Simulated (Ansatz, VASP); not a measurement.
# One calculation of Pb, two programs

```
Pb
1.0
     5.68024    0.00000    0.00000
    -2.84012    4.91923    0.00000
     0.00000    0.00000    3.44713
Pb
3
Direct
  0.00000 0.00000 0.00000
  0.33333 0.66667 0.50000
  0.66667 0.33333 0.50000
```

Alike in both runs: functional PBE; k mesh 9 × 9 × 14; occupations gaussian, width 0.1 eV; no spin polarisation.

Ansatz relaxed the structure, and its values are those at the end. VASP's run is a single point on that final structure, the one shown.

```csv
,VASP,Ansatz
version,VASP 6.6.1,Ansatz 0.2.0
potentials or method,"VASP PAW PBE potentials, release 64 (Pb_d)","scalar-relativistic, plane waves, PAW"
plane-wave cutoff (eV),520,420
valence electrons in the cell,42,42
```

Ansatz gave:

| Item | Value |
| --- | --- |
| gap on the k mesh at the Fermi level (eV) | none |
| pressure (GPa) | 0.0 |

Which values does VASP return?

gap on the k mesh at the Fermi level (eV): none; pressure (GPa): -0.1.

A gap of «none» marks a metal or a gap that the smearing closes.

Spin-orbit coupling is left out, which matters for the levels of Pb.
